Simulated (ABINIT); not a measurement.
Runs of ABINIT 10.8.3 (patched build) on ZnSe (Stilleite). The structure is cubic, space group F-43m (No. 216). Conventional cell: a = 5.668 Å, b = 5.668 Å, c = 5.668 Å, α = 90.00°, β = 90.00°, γ = 90.00°. Around Se (site symmetry -43m) lie 4 Zn at 2.45 Å. Zn (site symmetry -43m) is surrounded by 4 Se at 2.45 Å. 

```tsv
task	level	potentials or basis	k mesh	cutoff (eV)	fine-grid cutoff	mesh quality	gap on the mesh (eV)
band structure	SOGGA	JTH PAW PBE v2.0	8 × 8 × 8	544	1088.46 eV	not flagged	1.18
single point	PBEsol	JTH PAW PBE v2.0	10 × 10 × 10	544	1088.46 eV	not flagged	1.17
single point	PBEsol	JTH PAW PBE v2.0	3 × 3 × 3	544	1088.46 eV	coarse	1.12
band structure	LDA-Teter	JTH PAW LDA v2.0	8 × 8 × 8	544	1088.46 eV	not flagged	(b)
single point	LDA	JTH PAW LDA v2.0	3 × 3 × 3	544	1088.46 eV	coarse	0.97
band structure	RPBE	JTH PAW PBE v2.0	8 × 8 × 8	544	1088.46 eV	not flagged	1.45
band structure	AM05	JTH PAW PBE v2.0	8 × 8 × 8	544	1088.46 eV	not flagged	1.27
band structure	PBE	SPMS NC PBE v1.0	8 × 8 × 8	925	-	not flagged	1.28
band structure	WC	JTH PAW PBE v2.0	8 × 8 × 8	544	1088.46 eV	not flagged	(a)
single point	PBEsol	JTH PAW PBE v2.0	5 × 5 × 5	544	1088.46 eV	not flagged	1.16
```

Alike in all rows: no spin polarisation; cell as given; smearing fermi-dirac 0.05 eV.

Q: Fill in the values left out.

A: (a) 1.13; (b) 1.03.

Caveats: some runs use coarse meshes.

A k mesh can miss the band edges, and the runs leave out spin-orbit coupling on Se.

The runs don't all hold the same shells in valence.
